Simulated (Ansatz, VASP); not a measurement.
N in VASP and in Ansatz

```
N
1.0
     2.51947    0.00000    0.00000
    -1.25974    2.18193    0.00000
     0.00000    0.00000    2.44600
N
2
Cartesian
  0.0000 1.4546 1.8345
  1.2597 0.7273 0.6115
```

The real solid is made of molecules; this cell is a model form.

Alike in both runs: functional r2SCAN; k mesh 7 × 7 × 6; occupations fermi-dirac, width 0.05 eV; no spin polarisation.

```csv
,VASP,Ansatz
version,VASP 6.6.1,Ansatz 0.2.0
potentials or method,"VASP PAW PBE potentials, release 64 (N)",Ansatz PAW
plane-wave cutoff (eV),520,500
valence electrons in the cell,10,10
task,single point,projected density of states
```

|  | VASP | Ansatz | Ansatz less VASP |
| --- | --- | --- | --- |
| gap on the k mesh at the Fermi level (eV) | none | none | - |
| pressure (GPa) | 7.9 | 7.9 | +0.03 |
| largest component of the traceless stress (GPa) | 7.00 | 7.17 | +0.167 |

A gap of «none» marks a metal or a gap that the smearing closes. The functional is the same, so the differences come from potentials, cutoffs and numerics.

Caveats: the k mesh is coarse (spacing up to 0.43 Å⁻¹), so the values aren't converged; the PAW data sets were made with another functional, which shifts forces and pressure a little (VASP); the PAW data sets come from PBE, with cores solved anew for the run's functional, which leaves a small shift of forces and pressure (Ansatz); the density of states is complete only up to the lowest level of the last band computed (Ansatz).
